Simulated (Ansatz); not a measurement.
**InSb: the cell at several levels of theory**

Aim: relax InSb (h-MgO type) with PBE and r2SCAN and see how far the functionals disagree on the cell. This is a trial cell built on a prototype, not taken from a measured structure, and it needn't be the compound's ground state.

Code: Ansatz 0.2.0. PAW datasets, plane waves, zero pressure. Note: simulated data, non-magnetic, for a generated structure that need not be the stable one.

## 1. The system as given

Space group P6_3/mmc (No. 194), hexagonal; a = 4.821 Å, c = 6.025 Å in the conventional setting, 30.32 Å³ an atom. Near In stand 5 Sb at 2.78–3.01 Å; near Sb stand 5 In at 2.78–3.01 Å.

Coordinates:

```cif
data_structure
_symmetry_space_group_name_H-M 'P6_3/mmc'
_symmetry_Int_Tables_number 194
_cell_length_a 4.8206
_cell_length_b 4.8206
_cell_length_c 6.0255
_cell_angle_alpha 90.000
_cell_angle_beta 90.000
_cell_angle_gamma 120.000
_cell_volume 121.26
loop_
_atom_site_label
_atom_site_type_symbol
_atom_site_symmetry_multiplicity
_atom_site_Wyckoff_symbol
_atom_site_fract_x
_atom_site_fract_y
_atom_site_fract_z
_atom_site_occupancy
In1 In 2 c 0.33333 0.66667 0.25000 1
Sb1 Sb 2 d 0.66667 0.33333 0.25000 1
```

## 2. PBE: cell and atoms

Input file input.yaml:

```yaml
crystal:
  lattice:
    - [4.8206314581, 0.0, 0.0]
    - [-2.4103157291, 4.174789305, 0.0]
    - [0.0, 0.0, 6.0254691]
  atoms:
    - { symbol: In, position: [0.3333333333, 0.6666666667, 0.25] }
    - { symbol: In, position: [0.6666666667, 0.3333333333, 0.75] }
    - { symbol: Sb, position: [0.6666666667, 0.3333333333, 0.25] }
    - { symbol: Sb, position: [0.3333333333, 0.6666666667, 0.75] }
kpoints:
  mp_grid: { grid: [6, 6, 4] }
hamiltonian:
  xc: pbe
scf:
  occupations: { method: fermi_dirac, width: 0.02 }
relax:
  f_tol: 0.005
  cell: {}
output:
  write_density: true
  write_potential: true
  elf: true
  volumetric_format: npy
```

Started as:

```console
$ ansatz run input.yaml --threads 2 --pin off --max-ram 2211MiB --backend cpu --events-out ev --progress --plain --runs-dir out
```

After this run come: Relaxing with r2SCAN.

Q: Predict the outcome of this session. Wanted: for each run, a; c; volume; space group; SCF geometries.

The runs gave:

| level | a (Å) | c (Å) | volume (Å³/atom) | space group | SCF geometries |
| --- | --- | --- | --- | --- | --- |
| PBE | 5.109 | 6.224 | 35.171 | P6_3/mmc | 6 |
| r2SCAN | 5.030 | 6.206 | 33.988 | P6_3/mmc | 5 |

In words: From the start to the first minimum the volume moved by +16.0 %. The volume runs from r2SCAN (least) to PBE (most), a spread of 3.5 %, or 1.1 % in length if all axes shared it alike.
